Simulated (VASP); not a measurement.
The system is Ca.

```
CELL_PARAMETERS angstrom
3.98000 0.00000 0.00000
-1.99000 3.44678 0.00000
0.00000 0.00000 6.52000
ATOMIC_POSITIONS crystal
Ca 0.66667 0.33333 0.75000
Ca 0.33333 0.66667 0.25000
```

This isn't the form of Ca at room conditions, which is fcc.

- Program: VASP 6.6.1
- Task: single point
- Functional: PBE
- Potentials or basis: VASP PAW PBE potentials, release 64 (Ca_sv)
- Cutoff: 520 eV
- k mesh: 8 × 8 × 4
- Occupations: fermi-dirac, width 0.05 eV
- Spin: no spin polarisation

On this cell: pressure -0.8 GPa; largest force under 0.003 eV/Å; band gap on the k mesh none (metal or under the smearing width).

The same run follows on a disturbed copy (atoms moved at random, drawn with an rms of 0.05 Å):

```
Ca
1.0
     3.98000    0.00000    0.00000
    -1.99000    3.44678    0.00000
     0.00000    0.00000    6.52000
Ca
2
Direct
  0.67210 0.33832 0.75526
  0.33342 0.67190 0.24816
```

What changes?

The energy (extrapolated to zero smearing) moves by +0.8 meV/atom; pressure -0.8 GPa; largest force 0.064 eV/Å; band gap on the k mesh none (metal or under the smearing width).

Forces in eV/Å, atoms in the order of the input:
```
Ca  -0.008  0.000 -0.063
Ca   0.008  0.000  0.063
```

Stress tensor (GPa, compression positive):
```
-0.92  0.03  0.00
 0.03 -0.91  0.00
 0.00  0.00 -0.65
```
